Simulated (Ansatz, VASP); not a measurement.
**One calculation of Sb, two programs**

The input INCAR:

```
ALGO = Normal
EDIFF = 1E-6
ENCUT = 520
GGA = PS
ISIF = 2
ISMEAR = -1
LASPH = True
LCHARG = False
LREAL = False
LWAVE = False
NBANDS = 8
NELM = 80
PREC = Accurate
SIGMA = 0.05
```

File KPOINTS:

```
k-points
0
Gamma
  16 16 16
```

File POSCAR:

```
Sb
1.0
   -1.7017873576      1.7017873576      1.7017873576
    1.7017873576     -1.7017873576      1.7017873576
    1.7017873576      1.7017873576     -1.7017873576
Sb
1
Direct
    0.0000000000      0.0000000000      0.0000000000
```

Input for Ansatz:

```yaml
crystal:
  lattice:
    - [-1.7017873576, 1.7017873576, 1.7017873576]
    - [1.7017873576, -1.7017873576, 1.7017873576]
    - [1.7017873576, 1.7017873576, -1.7017873576]
  atoms:
    - { symbol: Sb, position: [0.0, 0.0, 0.0] }
kpoints:
  mp_grid: { grid: [16, 16, 16] }
scf:
  occupations: { method: fermi_dirac, width: 0.05 }
hamiltonian:
  xc: pbesol
  pseudopotentials: { kind: all_electron, lapw: { basis_error: 0.001 } }
output:
  forces: true
  stress: true
  eigenvalues: true
  populations: true
```

Change from the starting cell: volume scaled by 0.76, LAPW.

Alike in both runs: task single point; functional PBEsol; k mesh 16 × 16 × 16; occupations fermi-dirac, width 0.05 eV; no spin polarisation.

|  | VASP | Ansatz |
| --- | --- | --- |
| version | VASP 6.6.1 | Ansatz 0.2.0 |
| potentials or method | VASP PAW PBE potentials, release 64 (Sb) | all-electron LAPW, scalar-relativistic |
| plane-wave cutoff (eV) | 520 | see its input |

```tsv
	VASP	Ansatz	Ansatz less VASP
pressure (GPa)	36.1	35.5	-0.63
```

Ansatz ran all-electron here, so the differences hold the error of VASP's frozen core and of both bases.

Caveats: so large a pressure means that the cell lies far from this level's equilibrium, or that cutoff or potentials fall short (VASP); the potentials were made for another functional, which shifts forces and pressure (VASP). Spin-orbit coupling is left out, which matters for the levels of Sb.
